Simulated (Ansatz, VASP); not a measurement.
## One calculation of NaI, two programs

```
I Na
1.0
     0.00000    3.25783    3.25783
     3.25783    0.00000    3.25783
     3.25783    3.25783    0.00000
I Na
1 1
Direct
  0.50000 0.50000 0.50000
  0.00000 0.00000 0.00000
```

Change from the starting cell: volume scaled by 1.02.

Alike in both runs: task single point; functional PBE; k mesh 7 × 7 × 7; occupations fermi-dirac, width 0.05 eV; no spin polarisation.

|  | VASP | Ansatz |
| --- | --- | --- |
| version | VASP 6.6.1 | Ansatz 0.2.0 |
| potentials or method | VASP PAW PBE potentials, release 64 (I, Na_pv) | Ansatz PAW |
| plane-wave cutoff (eV) | 520 | 420 |
| valence electrons in the cell | 14 | 26 |

|  | VASP | Ansatz | Ansatz less VASP |
| --- | --- | --- | --- |
| gap on the k mesh at the Fermi level (eV) | 3.59 | 3.59 | +0.004 |
| least direct gap on the mesh (eV) | 3.59 | 3.59 | +0.004 |
| pressure (GPa) | 0.1 | 0.1 | -0.01 |

The two sets of potentials don't hold the same shells in valence.

Caveats: spin-orbit coupling is left out, which moves the levels of the heavy elements; odd divisions of the mesh miss points on the zone boundary, where band edges often lie, so the gap on the mesh can be too wide (Ansatz).
